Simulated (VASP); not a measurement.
Al:

```xyz
1
Lattice="0.0000 2.0248 2.0248 2.0248 0.0000 2.0248 2.0248 2.0248 0.0000" Properties=species:S:1:pos:R:3 pbc="T T T"
Al    0.0000    0.0000    0.0000
```

* Program: VASP 6.6.1
* Task: relaxation of cell and atoms
* Functional: PBE
* Dispersion: D4
* Potentials or basis: VASP PAW PBE potentials, release 64 (Al)
* Cutoff: 600 eV
* k mesh: 11 × 11 × 11
* Occupations: fermi-dirac, width 0.05 eV
* Spin: no spin polarisation

At the start: pressure -3.6 GPa; volume 16.60 Å³/atom.

Question: How do energy, volume and symmetry change on relaxing?

Answer: Over 3 steps the energy falls by 8.8 meV/atom and the volume is 15.86 Å³/atom (-4.5 %); space group Fm-3m (No. 225, to 0.05 Å).

The path:
```
step  energy change (eV)  largest force (eV/Å)  pressure (GPa)  volume (Å³)
   1              0.0000                0.0000           -3.63        16.60
   2             -0.0085                0.0000            0.81        15.71
   3             -0.0088                0.0000            0.01        15.86
```

Final structure:
```yaml
crystal:
  lattice:
    - [0.00000, 1.99396, 1.99396]
    - [1.99396, 0.00000, 1.99396]
    - [1.99396, 1.99396, 0.00000]
  atoms:
    - { symbol: Al, position: [0.00000, 0.00000, 0.00000] }
```

The cell as given is a measured one (16.60 Å³/atom); PBE+D4 puts the equilibrium volume -4.5 % from it, thermal expansion not counted.

Caveat: pairwise dispersion overbinds metals, which lowers pressure and volume.
